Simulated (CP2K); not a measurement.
Runs of CP2K 2026.2 on PtS2. Symmetry: P-3m1, No. 164, trigonal system. Conventional cell: a = 3.543 Å, b = 3.543 Å, c = 5.039 Å, α = 90.00°, β = 90.00°, γ = 120.00°. Pt (site symmetry -3m) is surrounded by 6 S at 2.34 Å. S (site symmetry 3m) has 3 Pt at 2.34 Å as nearest neighbours. 

```csv
level,cutoff of the non-local correlation (Ry),gap on the mesh (eV),pressure (GPa),largest force (eV/Å)
LDA,-,0.92,(a),(c)
optB88-vdW,300,1.02,13.6,1.84
AM05,-,0.99,7.8,1.04
HLE17,-,1.20,3.0,0.47
rev-vdW-DF2,300,0.99,11.4,(d)
PBEsol,-,(b),7.9,1.19
```

Alike in all rows: task band structure; potentials or basis POTENTIAL_UZH Pt GTH-PBE-q18, S GTH-PBE-q6; TZVP-MOLOPT-PBE-GTH basis; no spin polarisation; cell as given; k mesh 9 × 9 × 5; smearing fermi-dirac 0.05 eV.

Q: Fill in the values left out.

A: (a) 6.1; (b) 0.96; (c) 1.14; (d) 1.64.

Caveats: the potentials were made for another functional, which shifts forces and pressure; spin-orbit coupling is left out, which moves the levels of the heavy elements; the basis of atomic orbitals isn't converged, which shifts pressures, moduli and gaps; the potentials were made for a functional far from this one (some runs).

A k mesh can miss the band edges, and the runs leave out spin-orbit coupling on Pt.

Runs at the PBE level aren't shown here.
